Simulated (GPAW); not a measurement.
# Au (Fm-3m) in GPAW: further runs, part 3 of 3

GPAW 26.7.0. The steps go on from the part before.

**5. Band structure, WC, spin-orbit coupling, no magnetisation**

run.py reads:

```python
import numpy as np
import spglib
from ase import Atoms
from ase.dft.bandgap import bandgap
from ase.io import read, write
from ase.units import GPa
from gpaw import GPAW, PW, setup_paths
from gpaw.spinorbit import soc_eigenstates

setup_paths.insert(0, '.')

atoms = read('Au.cif')
cell, positions, numbers = spglib.find_primitive(
    (atoms.cell[:], atoms.get_scaled_positions(), atoms.numbers), symprec=1e-4)
atoms = Atoms(numbers, cell=cell, scaled_positions=positions, pbc=True)

calc = GPAW(mode=PW(600),
            xc='WC',
            kpts={'size': (11, 11, 11), 'gamma': True},
            occupations={'name': 'fermi-dirac', 'width': 0.05},
            nbands=14,
            convergence={'density': 1e-05, 'energy': 1e-05},
            maxiter=150,
            txt='gpaw.txt')
atoms.calc = calc
energy = atoms.get_potential_energy()
forces = atoms.get_forces()
stress = atoms.get_stress()
calc.write('gs.gpw')
write('result.traj', atoms)
print(f'Energy: {energy:.6f} eV')
print('Forces (eV/A):')
print(forces.round(4))
print('Stress (GPa):', (stress / GPa).round(3))
print('Fermi level:', round(calc.get_fermi_level(), 4), 'eV')
print(f'Gap: {bandgap(calc)[0]:.4f} eV, direct: {bandgap(calc, direct=True)[0]:.4f} eV')

path = atoms.cell.bandpath('GXWKGLUWLK,UX', npoints=60, eps=1e-4)
bs_calc = calc.fixed_density(kpts=path, symmetry='off', nbands=21,
                             convergence={'bands': 'CBM+6.0', 'eigenstates': 1e-6}, txt='bands.txt')
bs = bs_calc.band_structure()
bs.write('bs.json')
print(f'Gap on the path: {bandgap(bs_calc)[0]:.4f} eV')

soc = soc_eigenstates(bs_calc, theta=0, phi=0)
np.savetxt('soc_bands.dat', soc.eigenvalues(), fmt='%.4f')
mesh = soc_eigenstates('gs.gpw', theta=0, phi=0)
np.savetxt('soc_mesh.dat', mesh.eigenvalues(), fmt='%.4f')
print('Fermi level with spin-orbit coupling:', round(mesh.fermi_level, 4), 'eV')
```

Au.cif reads:

```cif
data_Au
_cell_length_a 4.07000000
_cell_length_b 4.07000000
_cell_length_c 4.07000000
_cell_angle_alpha 90.00000000
_cell_angle_beta 90.00000000
_cell_angle_gamma 90.00000000
_space_group_name_H-M_alt 'Fm-3m'
_space_group_name_Hall '-F 4 2 3'
_space_group_IT_number 225
loop_
_space_group_symop_operation_xyz
'x,y,z'
'-x,-y,-z'
'-y,x,z'
'y,-x,-z'
'-x,-y,z'
'x,y,-z'
'y,-x,z'
'-y,x,-z'
'x,-y,-z'
'-x,y,z'
'-y,-x,-z'
'y,x,z'
'-x,y,-z'
'x,-y,z'
'y,x,-z'
'-y,-x,z'
'z,x,y'
'-z,-x,-y'
'z,-y,x'
'-z,y,-x'
'z,-x,-y'
'-z,x,y'
'z,y,-x'
'-z,-y,x'
'-z,x,-y'
'z,-x,y'
'-z,-y,-x'
'z,y,x'
'-z,-x,y'
'z,x,-y'
'-z,y,x'
'z,-y,-x'
'y,z,x'
'-y,-z,-x'
'x,z,-y'
'-x,-z,y'
'-y,z,-x'
'y,-z,x'
'-x,z,y'
'x,-z,-y'
'-y,-z,x'
'y,z,-x'
'-x,-z,-y'
'x,z,y'
'y,-z,-x'
'-y,z,x'
'x,-z,y'
'-x,z,-y'
'x,y+1/2,z+1/2'
'-x,-y+1/2,-z+1/2'
'-y,x+1/2,z+1/2'
[... 62 lines left out ...]
'-z+1/2,-x,-y+1/2'
'z+1/2,-y,x+1/2'
'-z+1/2,y,-x+1/2'
'z+1/2,-x,-y+1/2'
'-z+1/2,x,y+1/2'
'z+1/2,y,-x+1/2'
'-z+1/2,-y,x+1/2'
'-z+1/2,x,-y+1/2'
'z+1/2,-x,y+1/2'
'-z+1/2,-y,-x+1/2'
'z+1/2,y,x+1/2'
'-z+1/2,-x,y+1/2'
'z+1/2,x,-y+1/2'
'-z+1/2,y,x+1/2'
'z+1/2,-y,-x+1/2'
'y+1/2,z,x+1/2'
'-y+1/2,-z,-x+1/2'
'x+1/2,z,-y+1/2'
'-x+1/2,-z,y+1/2'
'-y+1/2,z,-x+1/2'
'y+1/2,-z,x+1/2'
'-x+1/2,z,y+1/2'
'x+1/2,-z,-y+1/2'
'-y+1/2,-z,x+1/2'
'y+1/2,z,-x+1/2'
'-x+1/2,-z,-y+1/2'
'x+1/2,z,y+1/2'
'y+1/2,-z,-x+1/2'
'-y+1/2,z,x+1/2'
'x+1/2,-z,y+1/2'
'-x+1/2,z,-y+1/2'
'x+1/2,y+1/2,z'
'-x+1/2,-y+1/2,-z'
'-y+1/2,x+1/2,z'
'y+1/2,-x+1/2,-z'
'-x+1/2,-y+1/2,z'
'x+1/2,y+1/2,-z'
'y+1/2,-x+1/2,z'
'-y+1/2,x+1/2,-z'
'x+1/2,-y+1/2,-z'
'-x+1/2,y+1/2,z'
'-y+1/2,-x+1/2,-z'
'y+1/2,x+1/2,z'
'-x+1/2,y+1/2,-z'
'x+1/2,-y+1/2,z'
'y+1/2,x+1/2,-z'
'-y+1/2,-x+1/2,z'
'z+1/2,x+1/2,y'
'-z+1/2,-x+1/2,-y'
'z+1/2,-y+1/2,x'
'-z+1/2,y+1/2,-x'
'z+1/2,-x+1/2,-y'
'-z+1/2,x+1/2,y'
'z+1/2,y+1/2,-x'
'-z+1/2,-y+1/2,x'
'-z+1/2,x+1/2,-y'
'z+1/2,-x+1/2,y'
'-z+1/2,-y+1/2,-x'
'z+1/2,y+1/2,x'
'-z+1/2,-x+1/2,y'
'z+1/2,x+1/2,-y'
'-z+1/2,y+1/2,x'
'z+1/2,-y+1/2,-x'
'y+1/2,z+1/2,x'
'-y+1/2,-z+1/2,-x'
'x+1/2,z+1/2,-y'
'-x+1/2,-z+1/2,y'
'-y+1/2,z+1/2,-x'
'y+1/2,-z+1/2,x'
'-x+1/2,z+1/2,y'
'x+1/2,-z+1/2,-y'
'-y+1/2,-z+1/2,x'
'y+1/2,z+1/2,-x'
'-x+1/2,-z+1/2,-y'
'x+1/2,z+1/2,y'
'y+1/2,-z+1/2,-x'
'-y+1/2,z+1/2,x'
'x+1/2,-z+1/2,y'
'-x+1/2,z+1/2,-y'
loop_
_atom_site_label
_atom_site_type_symbol
_atom_site_symmetry_multiplicity
_atom_site_Wyckoff_symbol
_atom_site_fract_x
_atom_site_fract_y
_atom_site_fract_z
_atom_site_occupancy
Au1 Au 4 a 0.0000000000 0.0000000000 0.0000000000 1
```

Potentials or basis: PAW data sets generated in the run's folder for this functional, pw.

Command:

```bash
gpaw-setup -f WC Au
OMP_NUM_THREADS=1 python run.py
```

Wall time 17 s (1 thread of Intel Xeon Platinum 8488C (Sapphire Rapids), shared host); peak memory 0.22 GiB.

It converged, with:

```yaml
Free_energy: -3.7635 eV
Pressure: 6.3 GPa
Band_gap_along_the_path: none (metal or under the smearing width)
```

Levels at the corners of the path, in eV from the Fermi level:
| point | band 7 | band 8 | band 9 | band 10 | band 11 | band 12 | band 13 | band 14 |
| --- | --- | --- | --- | --- | --- | --- | --- | --- |
| Γ | -4.18 | -4.18 | -2.94 | -2.94 | -2.94 | -2.94 | 15.86 | 15.86 |
| X | -2.06 | -2.06 | -0.95 | -0.95 | 0.58 | 0.58 | 5.87 | 5.87 |
| W | -3.18 | -3.18 | -1.58 | -1.58 | 4.82 | 4.82 | 5.30 | 5.30 |
| K | -2.96 | -2.96 | -1.88 | -1.88 | 3.74 | 3.74 | 4.63 | 4.63 |
| Γ | -4.18 | -4.18 | -2.94 | -2.94 | -2.94 | -2.94 | 15.86 | 15.86 |
| L | -2.32 | -2.32 | -1.55 | -1.55 | -1.31 | -1.31 | 3.19 | 3.19 |
| U | -2.96 | -2.96 | -1.88 | -1.88 | 3.74 | 3.74 | 4.63 | 4.63 |
| W | -3.18 | -3.18 | -1.58 | -1.58 | 4.82 | 4.82 | 5.30 | 5.30 |
| L | -2.32 | -2.32 | -1.55 | -1.55 | -1.31 | -1.31 | 3.19 | 3.19 |
| K | -2.96 | -2.96 | -1.88 | -1.88 | 3.74 | 3.74 | 4.63 | 4.63 |
| U | -2.96 | -2.96 | -1.88 | -1.88 | 3.74 | 3.74 | 4.63 | 4.63 |
| X | -2.06 | -2.06 | -0.95 | -0.95 | 0.58 | 0.58 | 5.87 | 5.87 |

Caveat: with this Au data set, volumes or pressures lay over 1.5 % or 2 GPa off other programs in two to four cells of ten; spin-orbit coupling was added after a scalar SCF, so levels and gaps hold it while energy, forces, pressure and moments don't; this program's spin-orbit splittings come out too wide for heavy elements.

**6. Equation of state, C09-vdW**

run.py reads:

```python
from ase import Atoms
from ase.eos import EquationOfState
from ase.io import Trajectory
from ase.units import GPa
from gpaw import GPAW, PW

atoms = Atoms(['Au'],
              cell=[[0.0, 2.035, 2.035],
                    [2.035, 0.0, 2.035],
                    [2.035, 2.035, 0.0]],
              scaled_positions=[[0.0, 0.0, 0.0]],
              pbc=True)

traj = Trajectory('eos.traj', 'w')
volumes, energies = [], []
for x in [0.94, 0.96, 0.98, 1.0, 1.02, 1.04, 1.06]:
    a = atoms.copy()
    a.set_cell(atoms.cell * x**(1 / 3), scale_atoms=True)
    calc = GPAW(mode=PW(600),
                xc={'name': 'C09-vdW', 'backend': 'libvdwxc'},
                kpts={'size': (11, 11, 11), 'gamma': True},
                occupations={'name': 'fermi-dirac', 'width': 0.05},
                nbands=14,
                convergence={'density': 1e-05, 'energy': 1e-05},
                maxiter=150,
                txt=f'eos-{x:.2f}.txt')
    a.calc = calc
    energies.append(a.get_potential_energy(force_consistent=True))
    volumes.append(a.get_volume())
    calc.write(f'eos-{x:.2f}.gpw')
    traj.write(a)
    print(f'{x:.2f} {volumes[-1]:10.4f} A^3 {energies[-1]:14.6f} eV', flush=True)

v0, e0, B = EquationOfState(volumes, energies, eos='birchmurnaghan').fit()
print(f'V0 = {v0:.4f} A^3, E0 = {e0:.6f} eV, B0 = {B / GPa:.2f} GPa')
```

Potentials or basis: GPAW PAW data sets (gpaw-data 1.2.1), pw.

Command:

```bash
OMP_NUM_THREADS=1 python run.py
```

Wall time 51 s (1 thread of Intel Xeon Platinum 8488C (Sapphire Rapids), shared host); peak memory 0.24 GiB.

It converged, with:

```yaml
Equilibrium_volume: 17.74 Å³/atom
Bulk_modulus: 161 GPa
Pressure_derivative_of_the_bulk_modulus: 5.9
```

Energy against volume, from the lowest point:
| volume (Å³/atom) | energy (meV/atom) |
| --- | --- |
| 15.843 | 132.44 |
| 16.181 | 85.24 |
| 16.518 | 49.90 |
| 16.855 | 24.86 |
| 17.192 | 8.89 |
| 17.529 | 0.93 |
| 17.866 | 0.00 |

Caveat: with this Au data set, volumes or pressures lay over 1.5 % or 2 GPa off other programs in two to four cells of ten; the PAW data sets were made with another functional, which shifts forces and pressure a little.

**7. Overview**

| task | level | potentials or basis | spin | eigensolver | band path | band points | spin axis theta (degrees) | spin axis phi (degrees) | pressure (GPa) |
| --- | --- | --- | --- | --- | --- | --- | --- | --- | --- |
| equation of state | TPSS+D3 | GPAW PAW data sets (gpaw-data 1.2.1), pw | off | davidson | - | - | - | - | - |
| band structure | M06-L | GPAW PAW data sets (gpaw-data 1.2.1), pw | SOC, no magnetisation | - | GXWKGLUWLK,UX | 100 | 54.7 | 45 | 8.6 |
| band structure | PBE | GPAW PAW data sets (gpaw-data 1.2.1), pw | SOC, no magnetisation | - | GXWKGLUWLK,UX | 100 | 54.7 | 45 | 13.3 |
| band structure | WC | PAW data sets generated in the run's folder for this functional, pw | SOC, no magnetisation | - | GXWKGLUWLK,UX | 60 | 0 | 0 | 6.3 |
| equation of state | C09-vdW | GPAW PAW data sets (gpaw-data 1.2.1), pw | off | - | - | - | - | - | - |

Alike in all rows: cell as given; k mesh 11 × 11 × 11; cutoff (eV) 600; smearing fermi-dirac 0.05 eV.

Caveats: with this Au data set, volumes or pressures lay over 1.5 % or 2 GPa off other programs in two to four cells of ten; the PAW data sets were made with another functional, which shifts forces and pressure a little (some runs); spin-orbit coupling was added after a scalar SCF, so levels and gaps hold it while energy, forces, pressure and moments don't (some runs); this program's spin-orbit splittings come out too wide for heavy elements (some runs); the points scatter about the fit (some runs).

Total energies depend on the potentials used, so only differences within one code and one set of settings carry meaning.

**8. Against experiment**

Step 6. Measured bulk modulus of Au: 167 GPa (quoted in “Exploring toroidal anvil profiles for larger sample volumes above 4 Mbar”, 2024, pmc:11102561). This calculation gives 161 GPa (-3.5 %). The fit is for a static lattice scaled at fixed shape and fixed fractional positions.
